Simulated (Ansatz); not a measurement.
# BeS in Ansatz: the effect of functional

Crystal: BeS.

```
S Be
1.0
     0.00000    2.40872    2.40872
     2.40872    0.00000    2.40872
     2.40872    2.40872    0.00000
S Be
1 1
Direct
  0.75000 0.75000 0.75000
  0.00000 0.00000 0.00000
```

The cell isn't the ideal one: volume scaled by 0.98.

Alike in all runs:

```yaml
Program: Ansatz 0.2.0
Task: single point
Potentials_or_basis: Ansatz PAW
k_mesh: 9 × 9 × 9
Occupations: fermi-dirac, width 0.05 eV
Spin: no spin polarisation
```

```tsv
functional	cutoff	gap on the mesh (eV)	pressure (GPa)
LDA	420 eV (not typed: the program's choice for these potentials)	2.95	-1.3
PBEsol	420 eV (not typed: the program's choice for these potentials)	?	?
r2SCAN	500 eV (not typed: the program's choice for these potentials)	3.62	3.3
```

What does the run with functional PBEsol give?

gap on the mesh 2.98 eV; pressure 1.3 GPa.

Caveats: odd divisions of the mesh miss points on the zone boundary, where band edges often lie, so the gap on the mesh can be too wide; the PAW data sets come from PBE, with cores solved anew for the run's functional, which leaves a small shift of forces and pressure.

A k mesh can miss the band edges.
